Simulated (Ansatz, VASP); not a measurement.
## Two plane-wave programs on HfN

File INCAR:

```
SYSTEM = HfN
PREC = Accurate
ENCUT = 520
EDIFF = 1E-7
ISMEAR = -1
SIGMA = 0.05
LREAL = .FALSE.
LASPH = .TRUE.
NELM = 100
ALGO = Normal
ISIF = 2
LWAVE = .FALSE.
LCHARG = .FALSE.
GGA = PE
NBANDS = 14
```

KPOINTS

```
regular mesh
0
G
  9 9 9
  0 0 0
```

POSCAR

```
HfN
1.0
    2.8622057106      0.0000000000      0.0000000000
    0.0000000000      2.8622057106      0.0000000000
    0.0000000000      0.0000000000      2.8622057106
Hf N
1 1
Direct
    0.5000000000      0.5000000000      0.5000000000
    0.0000000000      0.0000000000      0.0000000000
```

Contents of input.yaml:

```yaml
crystal:
  lattice:
    - [2.8622057106, 0.0, 0.0]
    - [0.0, 2.8622057106, 0.0]
    - [0.0, 0.0, 2.8622057106]
  atoms:
    - { symbol: Hf, position: [0.5, 0.5, 0.5] }
    - { symbol: "N", position: [0.0, 0.0, 0.0] }
hamiltonian:
  xc: pbe
  pseudopotentials: { kind: paw }
kpoints:
  mp_grid: { grid: [9, 9, 9] }
scf:
  occupations: { method: fermi_dirac, width: 0.05 }
output:
  forces: true
  stress: true
  eigenvalues: true
```

The cell was built by a generator and needn't be a form met in nature.

Alike in both runs: task single point; functional PBE; k mesh 9 × 9 × 9; occupations fermi-dirac, width 0.05 eV; no spin polarisation.

|  | VASP | Ansatz |
| --- | --- | --- |
| version | VASP 6.6.1 | Ansatz 0.2.0 |
| potentials or method | VASP PAW PBE potentials, release 64 (Hf_pv, N) | Ansatz PAW |
| plane-wave cutoff (eV) | 520 | 420 |
| valence electrons in the cell | 15 | 31 |

Ansatz gave:

- gap on the k mesh at the Fermi level (eV): none
- pressure (GPa): -8.3

Task: What did VASP give for the same quantities?

Result: gap on the k mesh at the Fermi level (eV): none; pressure (GPa): -10.7.

A gap of «none» marks a metal or a gap that the smearing closes. With one functional, cell and mesh, what is left measures potentials, basis and numerics. The two sets of potentials don't hold the same shells in valence.

Caveats: the pressure holds a Pulay correction of +0.4 GPa for the finite cutoff (Ansatz). Spin-orbit coupling is left out, which matters for the levels of Hf.
